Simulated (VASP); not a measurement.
# GaSb (F-43m) in VASP: a series of runs

Runs on GaSb. Level: PBE. Tasks: relaxation of cell and atoms.

Program: VASP 6.6.1. These are calculated values, not measurements. Logs are shortened: lines on timing, memory, paths and dates and some standing lists are left out, and cuts for length are marked.

**1. The structure**

The structure is cubic, space group F-43m (No. 216). Conventional cell: a = 6.118 Å, b = 6.118 Å, c = 6.118 Å, α = 90.00°, β = 90.00°, γ = 90.00°. Ga (site symmetry -43m) is surrounded by 4 Sb at 2.65 Å. Sb (site symmetry -43m) has 4 Ga at 2.65 Å as nearest neighbours.

**2. Relaxation of cell and atoms, PBE**

INCAR

```
PREC = Accurate
ENCUT = 700
EDIFF = 1E-7
ISMEAR = 0
SIGMA = 0.02
LREAL = F
LASPH = T
NELM = 60
ALGO = Normal
ISIF = 3
LWAVE = F
LCHARG = F
GGA = PE
IBRION = 2
NSW = 80
EDIFFG = -0.002
```

KPOINTS

```
regular mesh
0
Gamma
  10 10 10
```

POSCAR

```
GaSb
1.0
    0.0000000000      3.0590000000      3.0590000000
    3.0590000000      0.0000000000      3.0590000000
    3.0590000000      3.0590000000      0.0000000000
Ga Sb
1 1
Direct
    0.0000000000      0.0000000000      0.0000000000
    0.2500000000      0.2500000000      0.2500000000
```

Potentials or basis: VASP PAW PBE potentials, release 64 (Ga_d, Sb).

The run is started by

```
> cat potpaw_PBE.64/Ga_d/POTCAR potpaw_PBE.64/Sb/POTCAR > POTCAR
> mpirun -np 1 vasp_std > vasp.out
```

OUTCAR:

```text
PREC = Accurate
   ENCUT = 700
   EDIFF = 1E-7
   ISMEAR = 0
   LREAL = F
   LASPH = T
   NELM = 60
   ISIF = 3
   GGA = PE
   IBRION = 2
   NSW = 80
   EDIFFG = -0.002

 ion  position               nearest neighbor table
   1  0.000  0.000  0.000-   2 2.65   2 2.65   2 2.65   2 2.65
   2  0.250  0.250  0.250-   1 2.65   1 2.65   1 2.65   1 2.65

  LATTYP: Found a face centered cubic cell.
 ALAT       =     6.1180000000

  Lattice vectors:

 A1 = (   0.0000000000,   3.0590000000,   3.0590000000)
 A2 = (   3.0590000000,   0.0000000000,   3.0590000000)
 A3 = (   3.0590000000,   3.0590000000,   0.0000000000)

Analysis of symmetry for initial positions (statically):
=====================================================================
 Subroutine PRICEL returns:
 Original cell was already a primitive cell.

 Routine SETGRP: Setting up the symmetry group for a
 face centered cubic supercell.

 Subroutine GETGRP returns: Found 24 space group operations
 (whereof 24 operations were pure point group operations)
 out of a pool of 48 trial point group operations.

The static configuration has the point symmetry T_d .

Analysis of symmetry for dynamics (positions and initial velocities):
=====================================================================
 Subroutine PRICEL returns:
 Original cell was already a primitive cell.

 Routine SETGRP: Setting up the symmetry group for a
 face centered cubic supercell.

 Subroutine GETGRP returns: Found 24 space group operations
 (whereof 24 operations were pure point group operations)
 out of a pool of 48 trial point group operations.

The dynamic configuration has the point symmetry T_d .

 Subroutine INISYM returns: Found 24 space group operations
 (whereof 24 operations are pure point group operations),
 and found     1 'primitive' translations

----------------------------------------------------------------------------------------

                                     Primitive cell

  volume of cell :      57.2491

  direct lattice vectors                    reciprocal lattice vectors
     0.000000000  3.059000000  3.059000000    -0.163452109  0.163452109  0.163452109
     3.059000000  0.000000000  3.059000000     0.163452109 -0.163452109  0.163452109
     3.059000000  3.059000000  0.000000000     0.163452109  0.163452109 -0.163452109

  length of vectors
     4.326079287  4.326079287  4.326079287     0.283107357  0.283107357  0.283107357

  position of ions in fractional coordinates (direct lattice)
     0.000000000  0.000000000  0.000000000
     0.250000000  0.250000000  0.250000000

  ion indices of the primitive-cell ions
   primitive index   ion index
                 1           1
                 2           2

----------------------------------------------------------------------------------------

 KPOINTS: regular mesh

Automatic generation of k-mesh.
 Grid dimensions read from file:
 generate k-points for:   10   10   10

 Generating k-lattice:

  Cartesian coordinates                     Fractional coordinates (reciprocal lattice)
    -0.016345211  0.016345211  0.016345211     0.100000000  0.000000000  0.000000000
     0.016345211 -0.016345211  0.016345211     0.000000000  0.100000000  0.000000000
     0.016345211  0.016345211 -0.016345211     0.000000000  0.000000000  0.100000000

  Length of vectors
     0.028310736  0.028310736  0.028310736

  Shift w.r.t. Gamma in fractional coordinates (k-lattice)
     0.000000000  0.000000000  0.000000000

 Subroutine IBZKPT returns following result:
 ===========================================

 Found     47 irreducible k-points:

 Following reciprocal coordinates:
            Coordinates               Weight
  0.000000  0.000000  0.000000      1.000000
  0.100000  0.000000  0.000000      8.000000
  0.200000  0.000000  0.000000      8.000000
  0.300000  0.000000  0.000000      8.000000
  0.400000  0.000000  0.000000      8.000000
  0.500000  0.000000  0.000000      4.000000
[... 16 lines left out ...]
  0.300000  0.300000  0.000000      6.000000
  0.400000  0.300000  0.000000     24.000000
 [... further k-points ...]
   k-points           NKPTS =     47   k-points in BZ     NKDIM =     47   number of bands    NBANDS=     13
   number of dos      NEDOS =    301   number of ions     NIONS =      2
   total plane-waves  NPLWV =  64000
   dimension x,y,z NGX =    40 NGY =   40 NGZ =   40
   dimension x,y,z NGXF=    80 NGYF=   80 NGZF=   80
   ions per type =               1   1
   NGX,Y,Z   is equivalent  to a cutoff of  15.37, 15.37, 15.37 a.u.
   NGXF,Y,Z  is equivalent  to a cutoff of  30.74, 30.74, 30.74 a.u.
 SYSTEM =  unknown system
   PREC   = accura    normal or accurate (medium, high low for compatibility)
   ISTART =      0    job   : 0-new  1-cont  2-samecut
   ICHARG =      2    charge: 1-file 2-atom 10-const
   ISPIN  =      1    spin polarized calculation?
   LNONCOLLINEAR =      F non collinear calculations
   LSORBIT =      F    spin-orbit coupling
   LASPH  =      T    aspherical Exc in radial PAW
   ENCUT  =  700.0 eV  51.45 Ry    7.17 a.u.   9.33  9.33  9.33*2*pi/ulx,y,z
   NELM   =     60;   NELMIN=  2; NELMDL= -5     # of ELM steps
   EDIFF  = 0.1E-06   stopping-criterion for ELM
   LREAL  =      F    real-space projection
   EDIFFG = -.2E-02   stopping-criterion for IOM
   NSW    =     80    number of steps for IOM
   IBRION =      2    ionic relax: 0-MD 1-quasi-New 2-CG
   NFREE  =      1    steps in history (QN), initial steepest desc. (CG)
   ISIF   =      3    stress and relaxation
   ISYM   =      2    0-nonsym 1-usesym 2-fastsym
   POTIM  = 0.5000    time-step for ionic-motion
   TEBEG  =    0.0;   TEEND  =   0.0 temperature during run
   PSTRESS=    0.0 pullay stress
   NELECT =      18.0000    total number of electrons
   NUPDOWN=      -1.0000    fix difference up-down
   EMIN   =  10.00;   EMAX   =-10.00  energy-range for DOS
   EFERMI =   0.00;   METHOD = LEGACY
   ISMEAR =     0;   SIGMA  =   0.02  broadening in eV -4-tet -1-fermi 0-gaus
   EFERMI_NEDOS =   21; number of points for ismear=-14 and -15
   IALGO  =     38    algorithm
   IMIX   =      4    mixing-type and parameters
     AMIX     =   0.40;   BMIX     =  1.00
     AMIX_MAG =   1.60;   BMIX_MAG =  1.00
  volume/ion in A,a.u.               =      28.62       193.17
  Fermi-wavevector in a.u.,A,eV,Ry     =   1.113208  2.103657 16.860766  1.239231
  Thomas-Fermi vector in A             =   2.249790
   LORBIT       =      0    0 simple, 1 ext, 2 COOP (PROOUT), +10 PAW based schemes
   GGA     = PE    functional components
   LHFCALC =     F    Hartree Fock is set to
   AEXX    =    0.0000 exact exchange contribution
   IVDW    =     0    specifies the selected vdW correction
   LEPSILON=     F    determine dielectric tensor
   LRPA    =     F    only Hartree local field effects (RPA)
 conjugate gradient relaxation of ions
 non-spin polarized calculation
 Gauss-broadening in eV      SIGMA  =   0.02
  energy-cutoff  :      700.00
  volume of cell :       57.25
 maximum number of plane-waves:      2450
 NGX is ok and might be reduce to    40
   NGX = 19   NGY = 19   NGZ = 19

--------------------------------------- Ionic step        1  -------------------------------------------

 number of electron      18.0000003 magnetization

 Free energy of the ion-electron system (eV)
  ---------------------------------------------------
  ext. energy  EPLUGINS =         0.00000000
  ---------------------------------------------------
  free energy    TOTEN  =        -7.35112653 eV

  energy without entropy =       -7.35110998  energy(sigma->0) =       -7.35111826

 E-fermi :   4.8920     XC(G=0):  -9.0893

 val. band max:        4.8694600456   @ k =   0.0000   0.0000   0.0000
 cond. band min:       4.9057132373   @ k =   0.0000   0.0000   0.0000
 fundamental gap:      0.0362531917
 Fermi energy:         4.8920085673

 k-point     1 :       0.0000    0.0000    0.0000
  band No.  band energies     occupation
      1     -10.1657      2.00000
      2     -10.1657      2.00000
      3     -10.1657      2.00000
      4     -10.1160      2.00000
      5     -10.1160      2.00000
      6      -6.6068      2.00000
      7       4.8695      1.88917
      8       4.8695      1.88916
      9       4.8695      1.88916
     10       4.9057      0.33251
     11       7.6458      0.00000
     12       7.6458      0.00000
     13       7.6458      0.00000
[... 353 lines left out ...]
 k-point    24 :       0.4000    0.3000    0.0000
  band No.  band energies     occupation
      1     -10.2015      2.00000
      2     -10.1473      2.00000
      3     -10.1468      2.00000
      4     -10.1244      2.00000
      5     -10.1131      2.00000
      6      -4.9988      2.00000
      7      -0.7170      2.00000
      8       2.3754      2.00000
      9       2.6878      2.00000
     10       6.1102      0.00000
     11       7.1659      0.00000
     12      11.0594      0.00000
     13      11.5666      0.00000

 [... further k-points ...]
[... 5 lines left out ...]
  --------------------------------------------------------------------------------------
  -------------------------------------------------------------------------------------
  Total        0.8531765      0.8531765      0.8531765      0.0000000      0.0000000     -0.0000000
  in kB       23.8770709     23.8770709     23.8770709      0.0000000      0.0000000     -0.0000000
  external PRESSURE =      23.8770709 kB  Pullay stress =       0.0000000 kB
[... 89 lines left out ...]
  FREE ENERGIE OF THE ION-ELECTRON SYSTEM (eV)
  ---------------------------------------------------
  free  energy   TOTEN  =        -7.3713270721 eV

  energy  without entropy=       -7.3712962196  energy(sigma->0) =       -7.37131165

[... ionic steps 4 to 9 ...]

--------------------------------------- Ionic step       10  -------------------------------------------

 number of electron      17.9999999 magnetization

------------------------ aborting loop because EDIFF is reached ----------------------------------------

  FORCE on cell =-STRESS in cart. coord.  units (eV):
  Direction    XX          YY          ZZ          XY          YZ          ZX
  --------------------------------------------------------------------------------------
  -------------------------------------------------------------------------------------
  Total        0.0105296      0.0105296      0.0105296      0.0000000      0.0000000     -0.0000000
  in kB        0.2810701      0.2810701      0.2810701      0.0000000      0.0000000     -0.0000000
  external PRESSURE =       0.2810701 kB  Pullay stress =       0.0000000 kB
[... 57 lines left out ...]
  energy  without entropy=       -7.3712940176  energy(sigma->0) =       -7.37130944

--------------------------------------- Ionic step       12  -------------------------------------------

 number of electron      17.9999999 magnetization

 Free energy of the ion-electron system (eV)
  ---------------------------------------------------
  ext. energy  EPLUGINS =         0.00000000
  ---------------------------------------------------
  free energy    TOTEN  =        -7.37132640 eV

  energy without entropy =       -7.37129555  energy(sigma->0) =       -7.37131098

 E-fermi :   4.4010     XC(G=0):  -8.8826

 val. band max:        4.3948919337   @ k =   0.0000   0.0000   0.0000
 cond. band min:       4.7034257952   @ k =   0.5000   0.0000   0.0000
 fundamental gap:      0.3085338615
 Fermi energy:         4.4009830660

 k-point     1 :       0.0000    0.0000    0.0000
  band No.  band energies     occupation
      1     -10.5525      2.00000
      2     -10.5525      2.00000
      3     -10.5525      2.00000
      4     -10.5097      2.00000
      5     -10.5097      2.00000
      6      -6.7603      2.00000
      7       4.0989      2.00000
      8       4.3949      1.33336
      9       4.3949      1.33332
     10       4.3949      1.33332
     11       7.1830      0.00000
     12       7.1830      0.00000
     13       7.1830      0.00000
[... 353 lines left out ...]
 k-point    24 :       0.4000    0.3000    0.0000
  band No.  band energies     occupation
      1     -10.5822      2.00000
      2     -10.5370      2.00000
      3     -10.5366      2.00000
      4     -10.5165      2.00000
      5     -10.5070      2.00000
      6      -5.2571      2.00000
      7      -1.0804      2.00000
      8       2.0622      2.00000
      9       2.3544      2.00000
     10       5.6754      0.00000
     11       6.6938      0.00000
     12      10.4108      0.00000
     13      10.9157      0.00000

 [... further k-points ...]
[... 5 lines left out ...]
  --------------------------------------------------------------------------------------
  -------------------------------------------------------------------------------------
  Total        0.0024109      0.0024109      0.0024109      0.0000000      0.0000000     -0.0000000
  in kB        0.0643334      0.0643334      0.0643334      0.0000000      0.0000000     -0.0000000
  external PRESSURE =       0.0643334 kB  Pullay stress =       0.0000000 kB
[... 17 lines left out ...]
  FREE ENERGIE OF THE ION-ELECTRON SYSTEM (eV)
  ---------------------------------------------------
  free  energy   TOTEN  =        -7.3713264030 eV

  energy  without entropy=       -7.3712955505  energy(sigma->0) =       -7.37131098

 reached required accuracy - stopping structural energy minimisation
```

Run time: 2.4 min. Hardware: 1 thread of Intel Xeon 6975P-C (Granite Rapids), shared host; peak memory 0.28 GiB.

What came out:

```
Free energy                            : -7.3713 eV
Relaxed volume                         : 30.02 Å³/atom
Relaxed cell                           : a = 4.395 Å, b = 4.395 Å, c = 4.395 Å, α = 60.00°, β = 60.00°, γ = 60.00°
Space group after relaxing (to 0.05 Å) : F-43m (No. 216)
Energy gained by relaxing              : 10.1 meV/atom
Ionic steps                            : 12
Pressure after relaxing                : 0.0 GPa
Band gap on the k mesh                 : none (metal or under the smearing width)
```

Step by step:
| step | energy change (eV) | largest force (eV/Å) | pressure (GPa) | volume (Å³) |
| --- | --- | --- | --- | --- |
| 1 | 0.0000 | 0.0000 | 2.39 | 57.25 |
| 2 | -0.0188 | 0.0000 | -0.57 | 60.86 |
| 3 | -0.0202 | 0.0000 | -0.03 | 60.07 |
| 4 | -0.0202 | 0.0000 | 0.07 | 60.01 |
| 5 | -0.0202 | 0.0000 | 0.04 | 60.01 |
| 6 | -0.0202 | 0.0000 | 0.03 | 60.02 |
| 7 | -0.0202 | 0.0000 | 0.04 | 60.02 |
| 8 | -0.0202 | 0.0000 | 0.04 | 60.02 |
| 9 | -0.0202 | 0.0000 | 0.02 | 60.02 |
| 10 | -0.0202 | 0.0000 | 0.03 | 60.02 |
| 11 | -0.0202 | 0.0000 | 0.02 | 60.03 |
| 12 | -0.0202 | 0.0000 | 0.01 | 60.04 |

Final structure:
```
CELL_PARAMETERS angstrom
0.00000 3.10796 3.10796
3.10796 0.00000 3.10796
3.10796 3.10796 0.00000
ATOMIC_POSITIONS crystal
Ga 0.00000 0.00000 0.00000
Sb 0.25000 0.25000 0.25000
```

Caveat: this crystal is a semiconductor, whose small gap the functional closes, so the metal is an error of the method.

**3. Relaxation of cell and atoms, PBE**

This run uses another cell than the first one, of 30.02 Å³/atom, 1.049 times its volume.

INCAR is that of step 2.

KPOINTS is that of step 2.

POSCAR

```
GaSb                                    
1.0
   -0.0000000000      3.1079637114      3.1079637114
    3.1079637114      0.0000000000      3.1079637114
    3.1079637114      3.1079637114     -0.0000000000
  Ga              Sb            
     1     1
Direct
     0.0000000000000000    0.0000000000000000    0.0000000000000000
     0.2500000000000000    0.2500000000000000    0.2500000000000000
```

Potentials or basis: VASP PAW PBE potentials, release 64 (Ga_d, Sb).

The run is started by

```
> cat potpaw_PBE.64/Ga_d/POTCAR potpaw_PBE.64/Sb/POTCAR > POTCAR
> mpirun -np 1 vasp_std > vasp.out
```

Wall time 40 s (1 thread of Intel Xeon 6975P-C (Granite Rapids), shared host); peak memory 0.27 GiB.

The run converged. Its results:

| Quantity | Value |
| --- | --- |
| Free energy | -7.3715 eV |
| Relaxed volume | 30.04 Å³/atom |
| Relaxed cell | a = 4.396 Å, b = 4.396 Å, c = 4.396 Å, α = 60.00°, β = 60.00°, γ = 60.00° |
| Space group after relaxing (to 0.05 Å) | F-43m (No. 216) |
| Energy gained by relaxing | 0.0 meV/atom |
| Ionic steps | 2 |
| Pressure after relaxing | 0.0 GPa |
| Band gap on the k mesh | none (metal or under the smearing width) |

Final structure:
```
Ga Sb
1.0
     0.00000    3.10849    3.10849
     3.10849    0.00000    3.10849
     3.10849    3.10849    0.00000
Ga Sb
1 1
Direct
  0.00000 0.00000 0.00000
  0.25000 0.25000 0.25000
```

Levels at points of the mesh, in eV from the Fermi level:
```tsv
k point	band 5	band 6	band 7	band 8	band 9	band 10	band 11	band 12	band 13
(0.00, 0.00, 0.00)	-14.91	-11.16	-0.31	-0.01	-0.01	-0.01	2.78	2.78	2.78
(0.50, 0.00, 0.00)	-14.91	-9.65	-6.14	-1.08	-1.08	0.30	3.74	3.74	6.49
(0.50, 0.50, 0.00)	-14.91	-8.89	-6.60	-2.42	-2.42	0.95	1.33	8.37	8.37
```

Caveat: this crystal is a semiconductor, whose small gap the functional closes, so the metal is an error of the method.
